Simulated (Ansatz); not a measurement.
# InP (F-43m) in Ansatz: notebook

One crystal, InP, is run at these levels: r2SCANh; tasks: band structure, single point, equation of state.

All numbers are computed with Ansatz 0.2.0; they aren't measurements. Logs are shortened: lines on timing, memory, paths and dates and some standing lists are left out, and cuts for length are marked.

**What was measured.**

A printed reference work, data compilation reports, for a bulk crystal of InP at 1.6 K: band gap 1.4236 eV (direct).

The runs below are set against these values where they give the same quantity.

### Step 1. The structure

It takes space group F-43m (No. 216, cubic). The conventional cell has a = 5.861 Å, b = 5.861 Å, c = 5.861 Å, α = 90.00°, β = 90.00°, γ = 90.00°. In (site symmetry -43m) has 4 P at 2.54 Å as nearest neighbours. Around P (site symmetry -43m) lie 4 In at 2.54 Å.

### Step 2. Band structure, r2SCANh

Input file input.yaml:

```yaml
crystal:
  lattice:
    - [0.0, 2.9305, 2.9305]
    - [2.9305, 0.0, 2.9305]
    - [2.9305, 2.9305, 0.0]
  atoms:
    - { symbol: In, position: [0.0, 0.0, 0.0] }
    - { symbol: P, position: [0.75, 0.75, 0.75] }
hamiltonian:
  xc: r2scanh
  pseudopotentials: { kind: paw }
kpoints:
  mp_grid: { grid: [5, 5, 5] }
  band_path:
    path:
      - [[0.0, 0.0, 0.0], [0.5, 0.0, 0.5], [0.5, 0.25, 0.75], [0.375, 0.375, 0.75], [0.0, 0.0, 0.0], [0.5, 0.5, 0.5], [0.625, 0.25, 0.625], [0.5, 0.25, 0.75], [0.5, 0.5, 0.5], [0.375, 0.375, 0.75]]
      - [[0.625, 0.25, 0.625], [0.5, 0.0, 0.5]]
    npoints: 4
scf:
  occupations: { method: fermi_dirac, width: 0.05 }
  n_extra_bands: 6
output:
  forces: true
  stress: true
  eigenvalues: true
  fatbands: false
```

Potentials or basis: Ansatz PAW.

Command:

```console
> ansatz run input.yaml --threads 2 --pin off --max-ram 5632MiB --backend cpu --events-out ev --progress --plain --runs-dir out
```

The log of the run:

```text
Warning: output.stress: scf.convergence.dr2_threshold = 1e-7 eV (the SCF's general default) is looser than the 2e-10 eV advised for a printed stress (1e-10 eV for each atom of the cell: 2). What an SCF threshold leaves in a stress goes as its square root, and in the free energy as the threshold itself, and one threshold admits the most on a small cell: of the crystals measured, under no hybrid functional and no lock of the moments, on runs that ended without the residual-converged pass, on stresses that held no estimate of that error, the worst erred by over 100 MPa in a component at 1e-7 eV an atom and by under 5 at 1e-10. Set scf.convergence.dr2_threshold to 2e-10 eV or tighter. The threshold is an SCF's pass mark: one that does not reach it within its budget of iterations ends unconverged, or closes short of it on a stop that the run arms, and scf.convergence.dr2_threshold's page says what that costs each kind of run
Warning: output.stress: scf.exx.energy_threshold = 1e-6 eV is looser than the 2e-8 eV advised for a stress under a hybrid functional (1e-8 eV for each atom of the cell: 2). Every SCF of the exchange loop can meet its threshold on dr2 while the loop round them stops early: no threshold on dr2 bounds what that leaves in the stress. Set scf.exx.energy_threshold to 2e-8 eV or tighter. The threshold is the loop's pass mark: a loop that does not reach it within its budget of cycles ends unconverged, and scf.exx.energy_threshold's page has the law
Warning: RAYON_NUM_THREADS=2 ignored (pool sized by the plan → 2); use --threads N
scf.n_extra_bands = 6 over 9 filled bands (N_el = 18.0): the run solves 15 bands
Engine: ansatz 0.2.0, aarch64-unknown-linux-gnu
Pseudopotentials: kind: paw
Pseudopotential: In, paw, valence charge 13, recommended cutoff 500 eV (meta_gga), In.paw.azcp
Pseudopotential: P, paw, valence charge 5, recommended cutoff 500 eV (meta_gga), P.paw.azcp
Functional definition: r2SCANh
  parameter a = 0.1
  parameter k0 = 0.174
  parameter k1 = 0.065
  parameter a1 = 4.9479
  exchange = (1 - a)*r2scan_x(k0 = k0, k1 = k1, a1 = a1) + a*exact_x
  correlation = r2scan_c
Crystal: 2 atoms, lattice volume = 50.333 Å³
Basis set: ecut = 500 eV, 1243 PW (Γ), exchange–correlation on 128×128×128 points (64 copies of the dense FFT grid, shifted against one another)
Bands: 15, of which v1, the nominal top of the filled ones, is band 9 counted from 1 (8 counted from 0)
Symmetry: 24 space group operations
Space group: F-43m (ITA 216), of the structure as read, at distance tolerance 3.7e-5 Å
k-points: 10 of 125 (time reversal used)
Non-local potential: In, projectors of the file, l = 0: 2, l = 1: 2, l = 2: 2, l = 3: 2
Non-local potential: P, projectors of the file, l = 0: 2, l = 1: 2, l = 2: 2
PAW form: soft (Blöchl's): semilocal exchange-correlation on the pseudo side does not see the compensation charge
PAW frozen core: In, regenerated for the run's functional, and the local potential with it (the file was generated under x = pbe(κ = 0.804, μ = 0.2195149727645171), c = pbe(β = 0.06672455060314922))
PAW frozen core: P, regenerated for the run's functional, and the local potential with it (the file was generated under x = pbe(κ = 0.804, μ = 0.2195149727645171), c = pbe(β = 0.06672455060314922))
PAW one-centre angular grid: In, 590 points (default); XC on 289 of its mesh's 2783 points in the sphere
PAW one-centre angular grid: P, 302 points (default); XC on 160 Gauss nodes
Initial density: superposition of atomic densities (neutral atoms: chi_scale 0, normalization atom), corrected by the library's trained network
Initial wavefunctions: pseudopotential atomic-orbital guess
Functional: x = r2scan, c = r2scan; τ floored in thin density (d = 2e-4 eV/Å³), warm-up for x = 0.9 r2scan + 0.1 exact, c = r2scan; τ floored in thin density (d = 2e-4 eV/Å³)
SCF iter   1: F=—  HF=-6371.691888 eV  |F-HF|=—  |Δ(HF+E_count)|=         —  Δρ=6.73e-3  dr2=1.59e-2  dr2_τ=1.15e-2  ethr=1.77e-3  ⟨swp⟩=11.8  Hψ=800  notcnv=0
preconditioner: auto → none  [insulator: Δε(μ)=1.105 eV  Ē_g=17.138 eV  σ=0.050 eV  W_gap=1.00  n_scr=14 (ndim 8)  ℏωp=22.2 eV  f_vac=0.019  D(μ)=0.00/eV (n_scr^D=0)]
SCF iter   2: F=—  HF=-6371.701837 eV  |F-HF|=—  |Δ(HF+E_count)|=   9.95e-3  Δρ=2.07e-3  dr2=1.93e-3  dr2_τ=8.67e-5  ethr=8.82e-5  ⟨swp⟩=3.8  Hψ=453  notcnv=0  defer=2
[... 18 lines left out ...]
Frozen-core exchange: fock
SCF iter   1: F=—  HF=-6371.556220 eV  |F-HF|=—  |Δ(HF+E_count)|=         —  Δρ=7.75e-6  dr2=3.15e-8  dr2_τ=7.42e-10  ethr=4.68e-9  ⟨swp⟩=6.5  Hψ=437  notcnv=0
preconditioner: auto → none  [insulator: Δε(μ)=1.644 eV  Ē_g=18.082 eV  σ=0.050 eV  W_gap=1.00  n_scr=14 (ndim 8)  ℏωp=22.2 eV  f_vac=0.016  D(μ)=0.00/eV (n_scr^D=0)]
SCF iter   2: F=-6371.556220 eV  HF=-6371.556220 eV  |F-HF|=1.13e-9  |Δ(HF+E_count)|=   1.01e-9  Δρ=2.88e-6  dr2=1.50e-9  dr2_τ=1.88e-10  ethr=1.68e-10  ⟨swp⟩=3.0  Hψ=272  notcnv=0
SCF 3 converged in 2 iterations: F = -6371.556220 eV  dr2 = 1.50e-9
  Residual-converged pass: ⟨swp⟩=4.0  Hψ=347  notcnv=0  max |occ|·‖R‖ = 2.3e-6 eV (tolerance 2.4e-6 eV)  dr2=1.51e-9  dr2_τ=1.86e-10  dr2_onsite=2.42e-10  max |Δocc| = 9.6e-17
hybrid outer 2: dexx = +1.102e-9 eV, tail = 3.95e-9 eV, Δε = 2.19e-4 eV (about 5.41e-5 eV left of the loop's levels)
NSCF: frozen V_eff on 42 k-points
hybrid SCF converged: 2 outer / 7 inner (+4 warm-up), last move |dexx| = 1.10e-9 eV, tail = 3.95e-9 eV
Stability not checked: this state was not tested for a lower state beside it, because the functional holds exact exchange (a hybrid, or Hartree-Fock), whose exchange loop this test does not read (fock_operator; see scf.lower_state_search)
Free energy (F): -6371.556220 eV
Frozen-core exchange: fock
Harris-Foulkes:  -6371.556220 eV  (|F-HF|=1.13e-9)
Internal energy: -6371.556220 eV  (E = F + TS)
E sigma→0 (E₀):  -6371.556220 eV
Fermi energy:    7.413018 eV
--- Per-component energies (eV) ---
  E_band       = -74.598914
  E_kinetic    = 313.705279
  E_local      = -1399.908581  (includes V_loc(G=0)·N_el)
  E_nonlocal   = 401.343302
  E_hartree    = 553.779816
  E_xc         = -235.715487
  E_vxc        = -155.337369  (∫ρ·V_xc dr)
  E_exx        = -19.161039  (= α·E_x^exact, valence–valence)
  E_paw        = -4765.827469  (= ΣΔE_a)
  E_vpaw       = -312.526498  (= ΣTr[D̂ρ^β])
  E_aug_tail   = 0.000008  (compensation charges beyond the density's cutoff)
  E_vtau       = 8.887281  (kinetic-family band-sum trace: ∫τ·v_τ [+ j·A + Jᵃ·Aᵃ] dr)
  E_ewald      = -1220.708286
  E_core_change = 0.936240  (= ΣΔE_core)
  E_smearing   = -0.000000  (= −TS)
  E_closure    = -0.000002  (closes the sum)
  Σ components = -6371.556220   (vs F -6371.556220, Δ=0.00e0)
--- Forces (eV/Å), atoms counted from 1 ---
  atom   1  In    -0.00000000     0.00000000    -0.00000000
  atom   2  P      0.00000000    -0.00000000    -0.00000000
  max |Σ_I F_I| component: 9.25e-17 eV/Å
--- Stress (GPa, compression-positive) ---
        1.223662      -0.000000      -0.000000
       -0.000000       1.223662       0.000000
       -0.000000       0.000000       1.223662
  P = ⅓ Tr σ = 1.2237 GPa (12.237 kbar)
--- Band table (eV; the first three rows and the last of 10) ---
  k-point 0: bands = ["-8.8326", "-8.8326", "-8.8326", "-8.6619", "-8.6619", "-5.8926", "6.5634", "6.5634", "6.5634", "8.2076", "11.5274", "11.5274", "11.5274", "16.2651", "17.0652"]
  k-point 1: bands = ["-8.8783", "-8.8147", "-8.8147", "-8.6609", "-8.6609", "-5.4132", "3.7696", "6.1295", "6.1295", "9.2842", "12.1272", "12.1272", "12.2998", "16.1153", "16.1153"]
  k-point 2: bands = ["-8.9458", "-8.7927", "-8.7927", "-8.6514", "-8.6514", "-4.3164", "0.9487", "5.5927", "5.5927", "8.9777", "12.3010", "12.3010", "14.4485", "16.7334", "17.4963"]
  k-point 9: bands = ["-8.9872", "-8.7680", "-8.7388", "-8.6834", "-8.6446", "-3.5313", "0.8591", "3.2884", "4.1500", "11.2517", "11.5849", "12.6693", "15.4507", "16.5104", "18.4464"]
```

Wall time 3.2 min (2 threads of Arm Neoverse V1, shared host); peak memory 1.2 GiB.

Results:

| Item | Value |
| --- | --- |
| Free energy | -6371.5562 eV |
| Pressure | 1.2 GPa |
| Band gap on the k mesh | 1.64 eV, direct |
| Band gap along the path | 1.64 eV, direct |

Levels at the corners of the path, in eV from the valence-band top:
```csv
point,band 7,band 8,band 9,band 10,band 11,band 12
Γ,0.00,0.00,0.00,1.64,4.96,4.96
X,-6.11,-2.51,-2.51,2.45,3.04,10.54
W,-5.93,-3.19,-3.12,5.10,5.40,6.60
K,-5.94,-3.56,-2.10,3.12,5.32,8.62
Γ,0.00,0.00,0.00,1.64,4.96,4.96
L,-6.12,-1.05,-1.05,2.35,5.69,5.69
U,-5.94,-3.56,-2.10,3.12,5.32,8.62
W,-5.93,-3.19,-3.12,5.10,5.40,6.60
L,-6.12,-1.05,-1.05,2.35,5.69,5.69
K,-5.94,-3.56,-2.10,3.12,5.32,8.62
U,-5.94,-3.56,-2.10,3.12,5.32,8.62
X,-6.11,-2.51,-2.51,2.45,3.04,10.54
```

Caveat: spin-orbit coupling is left out, which moves the levels of the heavy elements; the PAW data sets come from PBE, with cores solved anew for the run's functional, which leaves a small shift of forces and pressure; the thresholds are loose for stress.

### Step 3. Single point, r2SCANh, 23.66 Å³/atom (volume scaled by 0.94)

Input file input.yaml:

```yaml
crystal:
  lattice:
    - [0.0, 2.8706770916, 2.8706770916]
    - [2.8706770916, 0.0, 2.8706770916]
    - [2.8706770916, 2.8706770916, 0.0]
  atoms:
    - { symbol: In, position: [0.0, 0.0, 0.0] }
    - { symbol: P, position: [0.75, 0.75, 0.75] }
hamiltonian:
  xc: r2scanh
  pseudopotentials: { kind: paw }
kpoints:
  mp_grid: { grid: [4, 4, 4] }
scf:
  occupations: { method: fermi_dirac, width: 0.05 }
output:
  forces: true
  stress: true
  eigenvalues: true
```

Potentials or basis: Ansatz PAW.

Command:

```console
> ansatz run input.yaml --threads 2 --pin off --max-ram 5632MiB --backend cpu --events-out ev --progress --plain --runs-dir out
```

Wall time 11 s (2 threads of Arm Neoverse V1, shared host); peak memory 0.78 GiB.

It converged, with:

```yaml
Free_energy: -6371.4140 eV
Pressure: 6.9 GPa
Band_gap_on_the_k_mesh: 2.04 eV, direct
```

Caveat: the k mesh is coarse (spacing up to 0.47 Å⁻¹), so the values aren't converged, least of all with exact exchange; spin-orbit coupling is left out, which moves the levels of the heavy elements; the PAW data sets come from PBE, with cores solved anew for the run's functional, which leaves a small shift of forces and pressure; the thresholds are loose for stress.

### Step 4. Single point, r2SCANh, 24.16 Å³/atom (volume scaled by 0.96)

Edit input.yaml of step 3 so:

```diff
@@ -2,5 +2,5 @@
   lattice:
-    - [0.0, 2.8706770916, 2.8706770916]
-    - [2.8706770916, 0.0, 2.8706770916]
-    - [2.8706770916, 2.8706770916, 0.0]
+    - [0.0, 2.8908937935, 2.8908937935]
+    - [2.8908937935, 0.0, 2.8908937935]
+    - [2.8908937935, 2.8908937935, 0.0]
   atoms:
```

Command:

```console
> ansatz run input.yaml --threads 2 --pin off --max-ram 5632MiB --backend cpu --events-out ev --progress --plain --runs-dir out
```

Wall time 11 s (2 threads of Arm Neoverse V1, shared host); peak memory 0.78 GiB.

It converged, with:

* Free energy: -6371.4507 eV
* Pressure: 4.8 GPa
* Band gap on the k mesh: 1.91 eV, direct

Caveat: the k mesh is coarse (spacing up to 0.47 Å⁻¹), so the values aren't converged, least of all with exact exchange; spin-orbit coupling is left out, which moves the levels of the heavy elements; the PAW data sets come from PBE, with cores solved anew for the run's functional, which leaves a small shift of forces and pressure; the thresholds are loose for stress.

### Step 5. Single point, r2SCANh, 24.66 Å³/atom (volume scaled by 0.98)

Edit input.yaml of step 4 so:

```diff
@@ -2,5 +2,5 @@
   lattice:
-    - [0.0, 2.8908937935, 2.8908937935]
-    - [2.8908937935, 0.0, 2.8908937935]
-    - [2.8908937935, 2.8908937935, 0.0]
+    - [0.0, 2.9108316221, 2.9108316221]
+    - [2.9108316221, 0.0, 2.9108316221]
+    - [2.9108316221, 2.9108316221, 0.0]
   atoms:
@@ -19 +19,5 @@
   eigenvalues: true
+  write_density: true
+  write_potential: true
+  elf: true
+  volumetric_format: npy
```

Command:

```console
> ansatz run input.yaml --threads 2 --pin off --max-ram 5632MiB --backend cpu --events-out ev --progress --plain --runs-dir out
```

Run time: 12 s. Hardware: 2 threads of Arm Neoverse V1, shared host; peak memory 0.81 GiB.

The run converged. Its results:

| Item | Value |
| --- | --- |
| Free energy | -6371.4754 eV |
| Pressure | 3.0 GPa |
| Band gap on the k mesh | 1.79 eV, direct |

Caveat: the k mesh is coarse (spacing up to 0.47 Å⁻¹), so the values aren't converged, least of all with exact exchange; spin-orbit coupling is left out, which moves the levels of the heavy elements; the PAW data sets come from PBE, with cores solved anew for the run's functional, which leaves a small shift of forces and pressure; the thresholds are loose for stress.

### Step 6. Single point, r2SCANh, 25.17 Å³/atom

Input file input.yaml:

```yaml
crystal:
  lattice:
    - [0.0, 2.9305, 2.9305]
    - [2.9305, 0.0, 2.9305]
    - [2.9305, 2.9305, 0.0]
  atoms:
    - { symbol: In, position: [0.0, 0.0, 0.0] }
    - { symbol: P, position: [0.75, 0.75, 0.75] }
hamiltonian:
  xc: r2scanh
  pseudopotentials: { kind: paw }
kpoints:
  mp_grid: { grid: [4, 4, 4] }
scf:
  occupations: { method: fermi_dirac, width: 0.05 }
output:
  forces: true
  stress: true
  eigenvalues: true
```

Potentials or basis: Ansatz PAW.

Command:

```console
> ansatz run input.yaml --threads 2 --pin off --max-ram 5632MiB --backend cpu --events-out ev --progress --plain --runs-dir out
```

Wall time 12 s (2 threads of Arm Neoverse V1, shared host); peak memory 0.81 GiB.

The run converged. Its results:

```yaml
Free_energy: -6371.4891 eV
Pressure: 1.4 GPa
Band_gap_on_the_k_mesh: 1.66 eV, direct
```

Caveat: the k mesh is coarse (spacing up to 0.46 Å⁻¹), so the values aren't converged, least of all with exact exchange; spin-orbit coupling is left out, which moves the levels of the heavy elements; the PAW data sets come from PBE, with cores solved anew for the run's functional, which leaves a small shift of forces and pressure; the thresholds are loose for stress.

### Step 7. Single point, r2SCANh, 25.67 Å³/atom (volume scaled by 1.02)

Edit input.yaml of step 6 so:

```diff
@@ -2,5 +2,5 @@
   lattice:
-    - [0.0, 2.9305, 2.9305]
-    - [2.9305, 0.0, 2.9305]
-    - [2.9305, 2.9305, 0.0]
+    - [0.0, 2.9499078504, 2.9499078504]
+    - [2.9499078504, 0.0, 2.9499078504]
+    - [2.9499078504, 2.9499078504, 0.0]
   atoms:
@@ -19 +19,5 @@
   eigenvalues: true
+  write_density: true
+  write_potential: true
+  elf: true
+  volumetric_format: npy
```

Command:

```console
> ansatz run input.yaml --threads 2 --pin off --max-ram 5632MiB --backend cpu --events-out ev --progress --plain --runs-dir out
```

It took 12 s on 2 threads of Arm Neoverse V1, shared host; peak memory 0.83 GiB.

The run converged. Its results:

| Property | Result |
| --- | --- |
| Free energy | -6371.4932 eV |
| Pressure | -0.1 GPa |
| Band gap on the k mesh | 1.54 eV, direct |

Caveat: the k mesh is coarse (spacing up to 0.46 Å⁻¹), so the values aren't converged, least of all with exact exchange; spin-orbit coupling is left out, which moves the levels of the heavy elements; the PAW data sets come from PBE, with cores solved anew for the run's functional, which leaves a small shift of forces and pressure; the thresholds are loose for stress.

### Step 8. Single point, r2SCANh, 26.17 Å³/atom (volume scaled by 1.04)

Input file input.yaml:

```yaml
crystal:
  lattice:
    - [0.0, 2.9690636329, 2.9690636329]
    - [2.9690636329, 0.0, 2.9690636329]
    - [2.9690636329, 2.9690636329, 0.0]
  atoms:
    - { symbol: In, position: [0.0, 0.0, 0.0] }
    - { symbol: P, position: [0.75, 0.75, 0.75] }
hamiltonian:
  xc: r2scanh
  pseudopotentials: { kind: paw }
kpoints:
  mp_grid: { grid: [4, 4, 4] }
scf:
  occupations: { method: fermi_dirac, width: 0.05 }
output:
  forces: true
  stress: true
  eigenvalues: true
```

Command:

```console
> ansatz run input.yaml --threads 2 --pin off --max-ram 5632MiB --backend cpu --events-out ev --progress --plain --runs-dir out
```

Run time: 12 s. Hardware: 2 threads of Arm Neoverse V1, shared host; peak memory 0.83 GiB.

Results (log left out):

| Quantity | Value |
| --- | --- |
| Free energy | -6371.4884 eV |
| Pressure | -1.4 GPa |
| Band gap on the k mesh | 1.42 eV, direct |

Caveat: the k mesh is coarse (spacing up to 0.46 Å⁻¹), so the values aren't converged, least of all with exact exchange; spin-orbit coupling is left out, which moves the levels of the heavy elements; the PAW data sets come from PBE, with cores solved anew for the run's functional, which leaves a small shift of forces and pressure; the thresholds are loose for stress.

### Step 9. Single point, r2SCANh, 26.68 Å³/atom (volume scaled by 1.06)

Edit input.yaml of step 8 so:

```diff
@@ -2,5 +2,5 @@
   lattice:
-    - [0.0, 2.9690636329, 2.9690636329]
-    - [2.9690636329, 0.0, 2.9690636329]
-    - [2.9690636329, 2.9690636329, 0.0]
+    - [0.0, 2.9879753761, 2.9879753761]
+    - [2.9879753761, 0.0, 2.9879753761]
+    - [2.9879753761, 2.9879753761, 0.0]
   atoms:
```

Potentials or basis: Ansatz PAW.

Command:

```console
> ansatz run input.yaml --threads 2 --pin off --max-ram 5632MiB --backend cpu --events-out ev --progress --plain --runs-dir out
```

Run time: 12 s. Hardware: 2 threads of Arm Neoverse V1, shared host; peak memory 0.84 GiB.

It converged, with:

| Property | Result |
| --- | --- |
| Free energy | -6371.4758 eV |
| Pressure | -2.6 GPa |
| Band gap on the k mesh | 1.30 eV, direct |

Caveat: the k mesh is coarse (spacing up to 0.46 Å⁻¹), so the values aren't converged, least of all with exact exchange; spin-orbit coupling is left out, which moves the levels of the heavy elements; the PAW data sets come from PBE, with cores solved anew for the run's functional, which leaves a small shift of forces and pressure; the thresholds are loose for stress.

### Step 10. Equation of state, r2SCANh

No new run: the results of the series are fitted here.

Results:

* Equilibrium volume: 25.64 Å³/atom
* Bulk modulus: 71 GPa
* Pressure derivative of the bulk modulus: 4.4

Energy against volume, from the lowest point:
| volume (Å³/atom) | energy (meV/atom) |
| --- | --- |
| 23.657 | 39.56 |
| 24.160 | 21.21 |
| 24.663 | 8.90 |
| 25.167 | 2.01 |
| 25.670 | 0.00 |
| 26.173 | 2.38 |
| 26.677 | 8.68 |

Caveat: the k mesh is coarse (spacing up to 0.46 Å⁻¹), so the values aren't converged, least of all with exact exchange; the PAW data sets were made with another functional, which shifts forces and pressure a little.

### Step 11. Against experiment

Step 2. Against the measured gap of InP, 1.4236 eV (direct; 1.6 K; a printed reference work, data compilation), the calculated 1.64 eV is off by +0.22 eV. Spin-orbit coupling on In is left out. The value is that of r2SCANh, without temperature or zero-point motion.
